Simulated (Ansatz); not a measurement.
NMR crystallography of IrO2: given against relaxed positions

Start: a structure deposited in the COD.

```cif
data_IrO2
_symmetry_space_group_name_H-M 'P4_2/mnm'
_symmetry_Int_Tables_number 136
_cell_length_a 4.4990
_cell_length_b 4.4990
_cell_length_c 3.1460
_cell_angle_alpha 90.000
_cell_angle_beta 90.000
_cell_angle_gamma 90.000
loop_
_atom_site_label
_atom_site_type_symbol
_atom_site_symmetry_multiplicity
_atom_site_Wyckoff_symbol
_atom_site_fract_x
_atom_site_fract_y
_atom_site_fract_z
Ir Ir 2 a 0.0000 0.0000 0.0000
O O 4 f 0.3110 0.3110 0.0000
```

One atom of each set is listed.

The numbers come from a DFT calculation in Ansatz (PBE, plane waves and PAW, scalar-relativistic, collinear spin, 420 eV cutoff, Γ-centred 10×10×15 k-points, Fermi–Dirac smearing 0.05 eV). Start moments as typed (μB): 1 on each Ir, none on the rest.

The largest force at the start is 0.62 eV/Å. Relaxing the ions at fixed cell moves them by 0.020 Å at most (atom 3, O) and 0.016 Å rms. End positions:

Ir (0.0000, 0.0000, 0.0000)
O (0.3079, 0.3079, 0.0000)

```tsv
site	moved (Å)	first shell before	first shell after	V_zz before (10²¹ V/m²)	η before
Ir	0.000	6 O at 1.98 Å	6 O at 1.96–1.99 Å	-15.66	0.13
O	0.020	3 Ir at 1.98 Å	3 Ir at 1.96–1.99 Å	-9.61	0.20
```

(1) How do the gradients change?

Results:

(1) 

```json
{"site": "Ir", "V_zz after": "-12.90", "η after": "0.54", "change of V_zz": "+2.76"}
{"site": "O", "V_zz after": "-9.68", "η after": "0.20", "change of V_zz": "-0.07"}
```

The largest change of V_zz is on Ir, from -15.66 to -12.90. In per cent, |V_zz| changes by -18 on Ir, +1 on O (all sites that start above 2). On Ir V_xx and V_yy change places (or their axes turn by over 50°), so the two values of η hide a larger change.

With no gap above 0.1 eV, as in a metal, the gradients converge slowly in k; expect changes of a tenth or more on a denser mesh. Spin–orbit coupling is left out, which shifts gradients on Ir by a few per cent in wide-gap crystals, and can shift them far more where the calculated gap is small or absent, as here. Semilocal functionals can leave a metal where correlation in the d or f shell opens a gap in the real compound, and that would change the values at and beside Ir. The start moments die out, and the run ends without spin.
Before: At this cell the PBE pressure is 8 GPa (principal stresses up to 13 GPa in size), so with PBE the cell would grow if it were relaxed. The entry's cell may itself be off.
After: At this cell the PBE pressure is 7 GPa, so with PBE the cell would grow if it were relaxed.
